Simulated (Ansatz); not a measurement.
Crystal: SnSe2.

```xyz
3
Lattice="3.8110 0.0000 0.0000 -1.9055 3.3004 0.0000 0.0000 0.0000 6.1360" Properties=species:S:1:pos:R:3 pbc="T T T"
Sn    0.0000    0.0000    0.0000
Se    1.9055    1.1001    4.6081
Se    0.0000    2.2003    1.5279
```

| Quantity | Value |
| --- | --- |
| Program | Ansatz 0.2.0 |
| Task | relaxation of cell and atoms |
| Functional | BLYP |
| Dispersion | D3(BJ) |
| Potentials or basis | Ansatz PAW |
| Cutoff | 420 eV (not typed: the program's choice for these potentials) |
| k mesh | 8 × 8 × 5 |
| Occupations | fermi-dirac, width 0.05 eV |
| Spin | no spin polarisation |

At the start: volume 25.73 Å³/atom.

Where does the relaxation end?

It ends after 7 steps and the volume is 25.34 Å³/atom (-1.5 %); space group P-3m1 (No. 164, to 0.05 Å).

The path:
| step | energy change (eV) | largest force (eV/Å) | volume (Å³) |
| --- | --- | --- | --- |
| 1 | 0.0000 | 1.0827 | 77.18 |
| 2 | -0.0153 | 0.8380 | 78.68 |
| 3 | -0.1313 | 0.0970 | 78.66 |
| 4 | -0.1430 | 0.0422 | 76.11 |
| 5 | -0.1437 | 0.0164 | 76.06 |
| 6 | -0.1439 | 0.0012 | 76.03 |
| 7 | -0.1438 | 0.0012 | 76.03 |

Final structure:
```xyz
3
Lattice="3.8976 0.0000 0.0000 -1.9488 3.3754 0.0000 0.0000 0.0000 5.7795" Properties=species:S:1:pos:R:3 pbc="T T T"
Sn    0.0000    0.0000    0.0000
Se    1.9488    1.1251    4.1876
Se    0.0000    2.2503    1.5919
```

Caveat: the plane-wave basis is chosen anew once the cell has moved, so the energies of steps on either side of that aren't comparable; the PAW data sets come from PBE, with cores solved anew for the run's functional, which leaves a small shift of forces and pressure.
